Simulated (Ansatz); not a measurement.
**From a trial cell to the properties of InSe**

Method: PBE, scalar-relativistic; no spin polarisation; PAW, 420 eV, 10×10×10 k-mesh, Gaussian smearing of 0.05 eV; code Ansatz; PAW files: Ansatz's generated set soft_2.

The chain of runs began from a cell from COD that may be a prediction, expanded in volume.

Starting cell:

```
CELL_PARAMETERS angstrom
2.00664 1.15854 8.34430
-2.00664 1.15854 8.34430
0.00000 -2.31707 8.34430
ATOMIC_POSITIONS crystal
In 0.00000 0.00000 0.00000
In 0.11220 0.11220 0.11220
Se 0.61550 0.61550 0.61550
Se 0.83000 0.83000 0.83000
```

The runs in order:

```tsv
run	level	k-mesh	kind	V (Å³/atom)	P (GPa)	E − E(final) (meV/atom)	gap on the mesh (eV)
1	PBE	10×10×10	cell and atoms relaxed	33.36	0.0	0.0	0.71
2	PBE	10×10×10	cell and atoms relaxed	33.36	0.0	0.0	0.71
```

The final structure (symmetry read at 0.01 Å). It takes space group R3m (No. 160, trigonal). The conventional cell has a = 4.089 Å, b = 4.089 Å, c = 27.653 Å, α = 90.00°, β = 90.00°, γ = 120.00°. Around In (site symmetry 3m) lie 3 Se at 2.68 Å and 1 In at 2.83 Å. In (site symmetry 3m) has 3 Se at 2.68 Å and 1 In at 2.83 Å as nearest neighbours. Se (site symmetry 3m) has 3 In at 2.68 Å as nearest neighbours. Around Se (site symmetry 3m) lie 3 In at 2.68 Å. (Neighbours are counted to 15 % beyond the shortest distance.)

```
atom  site  symmetry       x       y       z
  In    3a        3m  0.6667  0.3333  0.3283
  In    3a        3m  0.6667  0.3333  0.2262
  Se    3a        3m  0.3333  0.6667  0.0410
  Se    3a        3m  0.0000  0.0000  0.1802
```

- At the final geometry the gap, band path included, is 0.71 eV.
- Against the elements' standard states, run alike and uncorrected, the formation energy is -0.52 eV/atom.
- The runs in the table took roughly 10 core-minutes.

**Reading the result.**

Within 0.6 eV of the edges the projected states are 73 % Se 4p at the top of the valence band and 40 % Se 4p at the bottom of the conduction band. The conduction edge mixes several shells, so no single label fits the gap.

Semilocal functionals underestimate band gaps, commonly by a third or more. The structure is built of weakly bound layers, and this functional has no dispersion term, so their spacing and all that hangs on it (volume, the soft elastic constants, low modes, dielectric constants) are poorly given.
